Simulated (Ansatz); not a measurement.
Input, command and steps of an Ansatz relaxation.

```yaml
crystal:
  lattice:
    - [3.2204545722, 0.0, 0.0]
    - [-1.6102272861, 2.7889954712, 0.0]
    - [0.0, 0.0, 3.1781174161]
  atoms:
    - { symbol: Mo, position: [0.0, 0.0, 0.0] }
    - { symbol: P, position: [0.3333333333, 0.6666666667, 0.5] }
basis:
  ecutwfc: 420
kpoints:
  mp_grid: { grid: [18, 18, 14] }
hamiltonian:
  xc: pbe
scf:
  occupations: { method: gaussian, width: 0.1 }
output:
  forces: true
  stress: true
  eigenvalues: true
relax:
  adjacent_minimum: "off"
  f_tol: 0.008
  max_steps: 50
  cell: { stress_tol: 0.08, p_target: 4.0 }
```

```bash
ansatz run input.yaml --threads 1 --pin off --max-ram 2560MiB --backend cpu --events-out ev --progress --plain --runs-dir out
```

Computed with DFT PBE, scalar-relativistic, plane waves, PAW in Ansatz 0.2.0.

Of 4 frames 3 are shown, positions in Å and forces in eV/Å; the SCF threshold varies from step to step. Steps run on the plane waves of an earlier cell, with a Pulay correction in the pressure. The basis is chosen afresh for the last frame, the zero of the energies, and at times for earlier ones too; energy and pressure step there, also at an unchanged geometry. The relaxation lowers the enthalpy F + PV at the target pressure, so the free energy itself can rise. The mark taken_back stands on steps that the optimiser undid.

```xyz
2
Lattice="3.2205 0.0000 0.0000 -1.6102 2.7890 0.0000 0.0000 0.0000 3.1781" Properties=species:S:1:pos:R:3:forces:R:3 pbc="T T T" step=1 free_energy_over_end_meV_per_atom=0.19 pressure_GPa=4.16
Mo    0.0000    0.0000    0.0000    0.0000    0.0000    0.0000
P     0.0000    1.8593    1.5891    0.0000    0.0000    0.0000
2
Lattice="3.2126 0.0000 0.0000 -1.6063 2.7822 0.0000 0.0000 0.0000 3.1913" Properties=species:S:1:pos:R:3:forces:R:3 pbc="T T T" step=2 free_energy_over_end_meV_per_atom=0.48 pressure_GPa=4.07 taken_back
Mo    0.0000    0.0000    0.0000    0.0000    0.0000    0.0000
P     0.0000    1.8548    1.5956    0.0000    0.0000    0.0000
2
Lattice="3.2177 0.0000 0.0000 -1.6089 2.7866 0.0000 0.0000 0.0000 3.1845" Properties=species:S:1:pos:R:3:forces:R:3 pbc="T T T" step=4 free_energy_over_end_meV_per_atom=0.00 pressure_GPa=3.96
Mo    0.0000    0.0000    0.0000    0.0000    0.0000    0.0000
P     0.0000    1.8578    1.5923    0.0000    0.0000    0.0000
```

Time: 43 s on 1 thread of Arm Neoverse V2 (shared host), peak memory 0.43 GiB.